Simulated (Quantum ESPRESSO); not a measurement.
Zn:

```
Zn
1.0
     2.67000    0.00000    0.00000
    -1.33500    2.31229    0.00000
     0.00000    0.00000    4.96600
Zn
2
Direct
  0.66667 0.33333 0.75000
  0.33333 0.66667 0.25000
```

```yaml
Program: Quantum ESPRESSO 7.5
Task: phonons
Functional: PBE
Potentials_or_basis: GBRV 1.5 PBE
Cutoff: 762 eV
Density_cutoff: 6095 eV
k_mesh: 9 × 9 × 5
Occupations: cold, width 0.2 eV
Spin: no spin polarisation
Mixing_beta: 0.5
Most_SCF_iterations: 120
SCF_threshold: 4e-10 Ry
```

Question: Which optical modes does the crystal have at the zone centre, and which show in infrared and Raman spectra?

Answer: The optical modes are E2g + B1g. None is infrared active. Raman active: E2g.

Optical modes at Γ, degenerate ones joined:
```
cm⁻¹  components  symmetry  active in
  63           2       E2g      Raman
 143           1       B1g     silent
```

Caveat: the mesh is thin for the phonons of a metal.
